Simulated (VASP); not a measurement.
Pr: equation of state with PBE

The system is Pr.

```xyz
1
Lattice="0.0000 2.5805 2.5805 2.5805 0.0000 2.5805 2.5805 2.5805 0.0000" Properties=species:S:1:pos:R:3 pbc="T T T"
Pr    0.0000    0.0000    0.0000
```

This isn't the form of Pr at room conditions, which is double hcp.

| Quantity | Value |
| --- | --- |
| Program | VASP 6.6.1 |
| Task | equation of state |
| Functional | PBE |
| Potentials or basis | VASP PAW PBE potentials, release 64 (Pr) |
| Cutoff | 520 eV |
| k mesh | 9 × 9 × 9 |
| Occupations | fermi-dirac, width 0.05 eV |
| Spin | collinear spin, ferromagnetic start |
| Starting moments | [2.0] μB |

```
Equilibrium volume : 33.59 Å³/atom (rough: see the caveat)
Bulk modulus       : 20 GPa (rough)
```

Energy against volume, from the lowest point:
| volume (Å³/atom) | energy (meV/atom) |
| --- | --- |
| 32.305 | 3.23 |
| 32.992 | 0.67 |
| 33.680 | 0.00 |
| 34.367 | 1.10 |
| 35.054 | 3.78 |
| 35.742 | 8.02 |
| 36.429 | 13.68 |

All runs of the series together: 7.9 min on 1 thread of Intel(R) Xeon(R) Platinum 8488C (Sapphire Rapids), on a shared host.

Caveat: the fit is doubtful: noisy points or a state that changes with volume; the magnetic or orbital state may not be the lowest. The state reached can hang on the start; a lower one may exist.
